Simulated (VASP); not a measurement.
# ZrS2 in VASP: relaxation of cell and atoms with PBE+D3(BJ)

Aim: the relaxation of cell and atoms of ZrS2 with PBE+D3(BJ).

Everything below comes from runs of VASP 6.6.1. Logs are shortened: lines on timing, memory, paths and dates and some standing lists are left out, and cuts for length are marked.

**1. The structure**

The cell holds a sheet with vacuum, 3 atoms: a = 3.670 Å, b = 3.670 Å, c = 18.900 Å, α = 90.00°, β = 90.00°, γ = 120.00°.

The cell was built by a generator and needn't be a form met in nature.

**2. Relaxation of cell and atoms, PBE+D3(BJ)**

INCAR reads:

```
ALGO = Fast ; EDIFF = 1E-6
EDIFFG = -0.005 ; ENCUT = 600
GGA = PE ; IBRION = 2
ISIF = 3 ; ISMEAR = 0
IVDW = 12 ; KPAR = 4
LASPH = T ; LATTICE_CONSTRAINTS = .TRUE. .TRUE. .FALSE.
LCHARG = F ; LREAL = F
LWAVE = F ; NELM = 120
NSW = 40 ; PREC = Accurate
SIGMA = 0.03
```

KPOINTS reads:

```
k-points
0
Gamma
  12 12 1
```

POSCAR reads:

```
ZrS2
1.0
    3.6700000000      0.0000000000      0.0000000000
   -1.8350000000      3.1783132300      0.0000000000
    0.0000000000      0.0000000000     18.9000000000
S Zr
2 1
Direct
    0.3333330000      0.6666670000      0.4232804200
    0.6666670000      0.3333330000      0.5767195800
    0.0000000000      0.0000000000      0.5000000000
```

Potentials or basis: VASP PAW PBE potentials, release 64 (S, Zr_sv).

Command:

```
$ cat potpaw_PBE.64/S/POTCAR potpaw_PBE.64/Zr_sv/POTCAR > POTCAR
$ mpirun -np 4 vasp_std > vasp.out
```

OUTCAR:

```text
EDIFF = 1E-6
   EDIFFG = -0.005
   ENCUT = 600
   GGA = PE
   IBRION = 2
   ISIF = 3
   ISMEAR = 0
   IVDW = 12
   LASPH = T
   LREAL = F
   NELM = 120
   NSW = 40
   PREC = Accurate
 IVDW          = 12

 ion  position               nearest neighbor table
   1  0.333  0.667  0.423-   3 2.57   3 2.57   3 2.57
   2  0.667  0.333  0.577-   3 2.57   3 2.57   3 2.57
   3  0.000  0.000  0.500-   1 2.57   2 2.57   1 2.57   2 2.57   2 2.57   1 2.57

  LATTYP: Found a hexagonal cell.
 ALAT       =     3.6700000000
 C/A-ratio  =     5.1498637602

  Lattice vectors:

 A1 = (   3.6700000000,   0.0000000000,   0.0000000000)
 A2 = (  -1.8350000000,   3.1783132300,   0.0000000000)
 A3 = (   0.0000000000,   0.0000000000,  18.9000000000)

Analysis of symmetry for initial positions (statically):
=====================================================================
 Subroutine PRICEL returns:
 Original cell was already a primitive cell.

 Routine SETGRP: Setting up the symmetry group for a
 hexagonal supercell.

 Subroutine GETGRP returns: Found 12 space group operations
 (whereof 12 operations were pure point group operations)
 out of a pool of 24 trial point group operations.

The static configuration has the point symmetry D_3d.

Analysis of symmetry for dynamics (positions and initial velocities):
=====================================================================
 Subroutine PRICEL returns:
 Original cell was already a primitive cell.

 Routine SETGRP: Setting up the symmetry group for a
 hexagonal supercell.

 Subroutine GETGRP returns: Found 12 space group operations
 (whereof 12 operations were pure point group operations)
 out of a pool of 24 trial point group operations.

The dynamic configuration has the point symmetry D_3d.

 Subroutine INISYM returns: Found 12 space group operations
 (whereof 12 operations are pure point group operations),
 and found     1 'primitive' translations

----------------------------------------------------------------------------------------

                                     Primitive cell

  volume of cell :     220.4573

  direct lattice vectors                    reciprocal lattice vectors
     3.670000000  0.000000000  0.000000000     0.272479564  0.157316150  0.000000000
    -1.835000000  3.178313230  0.000000000     0.000000000  0.314632299  0.000000000
[... 48 lines left out ...]
  0.333333  0.000000  0.000000      6.000000
  0.416667  0.000000  0.000000      6.000000
[... 11 lines left out ...]
  0.333333  0.250000  0.000000     12.000000
  0.333333  0.333333  0.000000      2.000000
   k-points           NKPTS =     19   k-points in BZ     NKDIM =     19   number of bands    NBANDS=     16
   number of dos      NEDOS =    301   number of ions     NIONS =      3
   total plane-waves  NPLWV = 144000
   dimension x,y,z NGX =    30 NGY =   30 NGZ =  160
   dimension x,y,z NGXF=    60 NGYF=   60 NGZF=  320
   ions per type =               2   1
   NGX,Y,Z   is equivalent  to a cutoff of  13.59, 13.59, 14.07 a.u.
   NGXF,Y,Z  is equivalent  to a cutoff of  27.18, 27.18, 28.15 a.u.
 SYSTEM =  unknown system
   PREC   = accura    normal or accurate (medium, high low for compatibility)
   ISTART =      0    job   : 0-new  1-cont  2-samecut
   ICHARG =      2    charge: 1-file 2-atom 10-const
   ISPIN  =      1    spin polarized calculation?
   LNONCOLLINEAR =      F non collinear calculations
   LSORBIT =      F    spin-orbit coupling
   LASPH  =      T    aspherical Exc in radial PAW
   ENCUT  =  600.0 eV  44.10 Ry    6.64 a.u.   7.33  7.33 37.75*2*pi/ulx,y,z
   NELM   =    120;   NELMIN=  2; NELMDL= -5     # of ELM steps
   EDIFF  = 0.1E-05   stopping-criterion for ELM
   LREAL  =      F    real-space projection
   EDIFFG = -.5E-02   stopping-criterion for IOM
   NSW    =     40    number of steps for IOM
   IBRION =      2    ionic relax: 0-MD 1-quasi-New 2-CG
   NFREE  =      1    steps in history (QN), initial steepest desc. (CG)
   ISIF   =      3    stress and relaxation
   ISYM   =      2    0-nonsym 1-usesym 2-fastsym
   POTIM  = 0.5000    time-step for ionic-motion
   TEBEG  =    0.0;   TEEND  =   0.0 temperature during run
   PSTRESS=    0.0 pullay stress
   NELECT =      24.0000    total number of electrons
   NUPDOWN=      -1.0000    fix difference up-down
   EMIN   =  10.00;   EMAX   =-10.00  energy-range for DOS
   EFERMI =   0.00;   METHOD = LEGACY
   ISMEAR =     0;   SIGMA  =   0.03  broadening in eV -4-tet -1-fermi 0-gaus
   EFERMI_NEDOS =   21; number of points for ismear=-14 and -15
   IALGO  =     68    algorithm
   IMIX   =      4    mixing-type and parameters
     AMIX     =   0.40;   BMIX     =  1.00
     AMIX_MAG =   1.60;   BMIX_MAG =  1.00
  volume/ion in A,a.u.               =      73.49       495.91
  Fermi-wavevector in a.u.,A,eV,Ry     =   0.781695  1.477188  8.313790  0.611046
  Thomas-Fermi vector in A             =   1.885265
   LORBIT       =      0    0 simple, 1 ext, 2 COOP (PROOUT), +10 PAW based schemes
   GGA     = PE    functional components
   LHFCALC =     F    Hartree Fock is set to
   AEXX    =    0.0000 exact exchange contribution
   IVDW    =    12    specifies the selected vdW correction
   LEPSILON=     F    determine dielectric tensor
   LRPA    =     F    only Hartree local field effects (RPA)
 conjugate gradient relaxation of ions
 non-spin polarized calculation
 RMM-DIIS sequential band-by-band and
 Gauss-broadening in eV      SIGMA  =   0.03
  energy-cutoff  :      600.00
  volume of cell :      220.46
 maximum number of plane-waves:      7437
 NGX is ok and might be reduce to    30
   NGX = 15   NGY = 15   NGZ = 75

--------------------------------------- Ionic step        1  -------------------------------------------

 number of electron      23.9999998 magnetization

 Free energy of the ion-electron system (eV)
  ---------------------------------------------------
  ext. energy  EPLUGINS =         0.00000000
  ---------------------------------------------------
  free energy    TOTEN  =       -21.43331292 eV

  energy without entropy =      -21.43331292  energy(sigma->0) =      -21.43331292

------------------------ aborting loop because EDIFF is reached ----------------------------------------

 Edisp (eV)   -0.72986

 E8    (eV) :    -0.3307
[... 196 lines left out ...]
--------------------------------------- Ionic step        6  -------------------------------------------

 number of electron      23.9999999 magnetization

 Free energy of the ion-electron system (eV)
  ---------------------------------------------------
  ext. energy  EPLUGINS =         0.00000000
  ---------------------------------------------------
  free energy    TOTEN  =       -21.42732050 eV

  energy without entropy =      -21.42732050  energy(sigma->0) =      -21.42732050

 E-fermi :  -2.7746     XC(G=0):  -3.5072

 val. band max:       -2.9766958923   @ k =   0.0000   0.0000   0.0000
 cond. band min:      -1.8829992726   @ k =   0.5000   0.0000   0.0000
 fundamental gap:      1.0936966197
 Fermi energy:        -2.7746279298

 k-point     1 :       0.0000    0.0000    0.0000
  band No.  band energies     occupation
      1     -51.8361      2.00000
      2     -29.9032      2.00000
      3     -29.7434      2.00000
      4     -29.7434      2.00000
      5     -15.4164      2.00000
      6     -14.2702      2.00000
[... 384 lines left out ...]
  FREE ENERGIE OF THE ION-ELECTRON SYSTEM (eV)
  ---------------------------------------------------
  free  energy   TOTEN  =       -22.1657942023 eV

  energy  without entropy=      -22.1657942023  energy(sigma->0) =      -22.16579420

 reached required accuracy - stopping structural energy minimisation
```

Run time: 2.4 min. Hardware: 4 MPI ranks of Intel Xeon Platinum 8559C (Emerald Rapids), shared host; peak memory 0.44 GiB.

What came out:

| Quantity | Value |
| --- | --- |
| Free energy | -22.1658 eV |
| Relaxed volume | 72.56 Å³/atom |
| Relaxed cell | a = 3.647 Å, b = 3.647 Å, c = 18.900 Å, α = 90.00°, β = 90.00°, γ = 120.00° |
| Space group after relaxing (to 0.05 Å) | P-3m1 (No. 164) |
| Energy gained by relaxing | 0.9 meV/atom |
| Ionic steps | 6 |
| Largest force after relaxing | 0.003 eV/Å |
| Band gap on the k mesh | 1.09 eV, indirect (least direct gap 1.69 eV) |
| Dispersion energy per atom | -0.246 eV |

Forces on the atoms (eV/Å):
```
S    0.000  0.000  0.003
S    0.000  0.000 -0.003
Zr   0.000  0.000  0.000
```

The path:
```tsv
step	energy change (eV)	largest force (eV/Å)	pressure (GPa)	volume (Å³)
1	0.0000	0.0069	-0.22	220.46
2	-0.0011	0.1315	0.22	217.44
3	-0.0018	0.0757	0.05	218.58
4	-0.0023	0.0505	0.03	218.29
5	-0.0026	0.0158	0.00	217.88
6	-0.0026	0.0034	-0.01	217.68
```

Final structure:
```xyz
3
Lattice="3.6468 0.0000 0.0000 -1.8234 3.1582 0.0000 0.0000 0.0000 18.9000" Properties=species:S:1:pos:R:3 pbc="T T T"
S     0.0000    2.1055    7.9897
S     1.8234    1.0527   10.9103
Zr    3.6468    0.0000    9.4500
```

Expect the measured gap to be larger: semilocal functionals such as PBE lack the derivative discontinuity.
